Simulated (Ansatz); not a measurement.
# All-electron card of Te2Mo

```
Mo Te
1.0
     3.50908    0.00000    0.00000
    -1.75454    3.03895    0.00000
     0.00000    0.00000    7.90136
Mo Te
1 2
Direct
  0.00000 0.00000 0.00000
  0.33333 0.66667 0.23539
  0.66667 0.33333 0.76461
```

Atoms are numbered in the order listed.

The cell was built from the CdI2 type and relaxed in the same program, and has space group P-3m1; it needn't be a known or the stable phase.

Spin–orbit coupling is left out, though it moves levels of the heavy atoms by tenths of an eV or more.

Levels of theory: DFT, PBE, all-electron LAPW, scalar-relativistic (Ansatz 0.2.0); DFT, PBE, PAW with Ansatz's default frozen-core files, scalar-relativistic (Ansatz 0.2.0).

For LAPW: a Γ-centred 12×12×7 k mesh, Fermi–Dirac smearing of 0.05 eV, basis error target 1 meV/atom, no spin polarisation. PAW takes a cutoff of 420 eV at this cell. The Ansatz runs share mesh, smearing and spin set-up. Values come from LAPW unless marked.

* Density of states at the Fermi level (0.2 eV bin): 0.57 states/eV per cell
* Bader charges (from the PAW run): Mo1 +0.63, Te2 -0.32 e
* Volume per atom: 28.09 Å³
* Pressure at this cell: 0.02 GPa

(1) Löwdin charges (with 0.19 e of the cell spilling out of the atomic basis, so their sizes and signs hang on that basis): what does the calculation give?

(2) Band gap: what does the calculation give?

Results:

(1) Mo1 0.01, Te2 0.09 e.

(2) None at this level of theory (metallic, semimetallic, or a small gap that the functional closes).
